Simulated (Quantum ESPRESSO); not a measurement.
**MgS: equation of state with PBEsol**

MgS:

```
CELL_PARAMETERS angstrom
0.00000 2.83312 2.83312
2.83312 0.00000 2.83312
2.83312 2.83312 0.00000
ATOMIC_POSITIONS crystal
S 0.25000 0.25000 0.25000
Mg 0.00000 0.00000 0.00000
```

The cell comes from a database or a generator and needn't be the stable form of this composition.

| Property | Result |
| --- | --- |
| Program | Quantum ESPRESSO 7.5 |
| Task | equation of state |
| Functional | PBEsol |
| Potentials or basis | GBRV 1.5 PBEsol |
| Cutoff | 612 eV |
| Density cutoff | 4898 eV |
| k mesh | 8 × 8 × 8 |
| Occupations | fermi-dirac, width 0.05 eV |
| Spin | no spin polarisation |
| Mixing beta | 0.5 |
| Most SCF iterations | 120 |
| SCF threshold | 4e-10 Ry |

- Equilibrium volume: 22.55 Å³/atom
- Bulk modulus: 58 GPa
- Pressure derivative of the bulk modulus: 4.0

Energy against volume, from the lowest point:
```csv
volume (Å³/atom),energy (meV/atom)
21.376,11.65
21.831,4.01
22.285,0.25
22.740,0.00
23.195,2.92
23.650,8.70
24.105,17.07
```

All runs of the series together: 110 s on 2 threads of Intel(R) Xeon(R) Platinum 8175M CPU @ 2.50GHz (Skylake/Cascade Lake), with other jobs on the host.
